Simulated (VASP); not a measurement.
MgB5: relaxation of cell and atoms with PBE

The system is MgB5.

```xyz
6
Lattice="4.3075 0.0000 0.0000 -2.1538 3.7304 0.0000 0.0000 0.0000 2.8847" Properties=species:S:1:pos:R:3 pbc="T T T"
Mg    0.0000    0.0000    0.0000
B     2.1538    0.0000    1.4423
B     1.0769    1.8652    1.4423
B    -1.0769    1.8652    1.4423
B     0.0000    2.4870    0.0000
B     2.1538    1.2435    0.0000
```

The cell was built by a generator and needn't be a form met in nature.

The cell isn't the ideal one: species swapped into the TbCu5 type (P6/mmm, No. 191).

- Program: VASP 6.6.1
- Task: relaxation of cell and atoms
- Functional: PBE
- Potentials or basis: VASP PAW PBE potentials, release 64 (Mg, B)
- Cutoff: 600 eV
- k mesh: 12 × 12 × 14
- Occupations: gaussian, width 0.1 eV
- Spin: no spin polarisation
- Dipole correction: no
- Further INCAR settings: ALGO = Normal; EDIFF = 1e-07; IBRION = 2; EDIFFG = -0.01; NSW = 100; ISIF = 3

* Relaxed volume: 7.73 Å³/atom
* Relaxed cell: a = 4.311 Å, b = 4.311 Å, c = 2.882 Å, α = 90.00°, β = 90.00°, γ = 120.00°
* Space group after relaxing (to 0.05 Å): P6/mmm (No. 191)
* Energy gained by relaxing: 0.0 meV/atom
* Ionic steps: 2
* Pressure after relaxing: 0.1 GPa

The path:
| step | energy change (eV) | largest force (eV/Å) | pressure (GPa) | volume (Å³) |
| --- | --- | --- | --- | --- |
| 1 | 0.0000 | 0.0000 | 0.08 | 46.35 |
| 2 | -0.0001 | 0.0000 | 0.08 | 46.38 |

Final structure:
```xyz
6
Lattice="4.3109 0.0000 0.0000 -2.1555 3.7334 0.0000 0.0000 0.0000 2.8816" Properties=species:S:1:pos:R:3 pbc="T T T"
Mg    4.3109    0.0000    0.0000
B     2.1555    0.0000    1.4408
B     1.0777    1.8667    1.4408
B    -1.0777    1.8667    1.4408
B     0.0000    2.4889    0.0000
B     2.1555    1.2445    2.8816
```

Levels at points of the mesh, in eV from the Fermi level:
```csv
k point,band 6,band 7,band 8,band 9,band 10,band 11
"(0.00, 0.00, 0.00)",-6.11,-4.80,-0.43,2.34,2.81,3.60
"(0.50, 0.00, 0.00)",-1.83,-1.66,-1.62,-0.15,1.11,3.26
"(0.00, 0.00, 0.50)",-3.35,-3.35,-2.91,-2.11,-2.11,-0.17
"(0.50, 0.00, 0.50)",-5.62,-4.74,-1.81,1.90,2.16,2.94
```

It took 61 s on 1 thread of Intel(R) Xeon(R) Platinum 8488C (Sapphire Rapids) (shared host), peak memory 0.25 GiB.

Caveat: the bands computed are all filled at some k points, so no gap is given.
